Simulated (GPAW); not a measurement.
The system is Ni.

```xyz
1
Lattice="0.0000 1.7376 1.7376 1.7376 0.0000 1.7376 1.7376 1.7376 0.0000" Properties=species:S:1:pos:R:3 pbc="T T T"
Ni    0.0000    0.0000    0.0000
```

Base run:

- Program: GPAW 26.7.0
- Functional: PBEsol
- Potentials or basis: PAW data sets generated in the run's folder for this functional
- Cutoff: 600 eV
- Basis: pw
- k mesh: 13 × 13 × 13
- Occupations: fermi-dirac, width 0.05 eV
- Spin: collinear spin, ferromagnetic start
- Starting moments: [1.0] μB

Its results: pressure 0.6 GPa; net moment 0.63 μB per cell; site moments Ni +0.66 μB.

The run is repeated on the same cell with these changes: hubbard terms from none to Ni d U = 4 eV. What comes out?

Pressure -0.4 GPa; net moment 0.85 μB per cell; site moments Ni +0.91 μB.

Caveats: the stock nickel data set gives pressures a few GPa off other programs; the U is typed as a test and isn't derived for this compound (some runs).
